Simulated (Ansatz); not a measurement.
## H (Cmcm) at 2 levels of theory

One geometry, relaxed with PBE; plane waves with PAW potentials in Ansatz, scalar-relativistic. No spin polarisation. Gaps are the least over mesh and band path; pressure is positive in compression.

```
H
1.0
     1.93926   -3.23067    0.00000
     1.93926    3.23067    0.00000
     0.00000    0.00000    5.21609
H
4
Direct
  0.66980 0.33020 0.17801
  0.33020 0.66980 0.67801
  0.33020 0.66980 0.82199
  0.66980 0.33020 0.32199
```

```json
{"level": "PBE", "cutoff (eV)": "420", "k mesh": "8×8×6", "gap (eV)": "9.17", "pressure (GPa)": "0.0"}
```

Q: What comes out on the same cell with r2SCAN?

A:
```json
{"level": "r2SCAN", "cutoff (eV)": "500", "k mesh": "8×8×6", "gap (eV)": "10.03", "pressure (GPa)": "-0.4"}
```

The cell holds layers, chains or molecules and no dispersion correction was added, so their binding is poorly described.

The cell was relaxed from a distorted copy of a database structure.
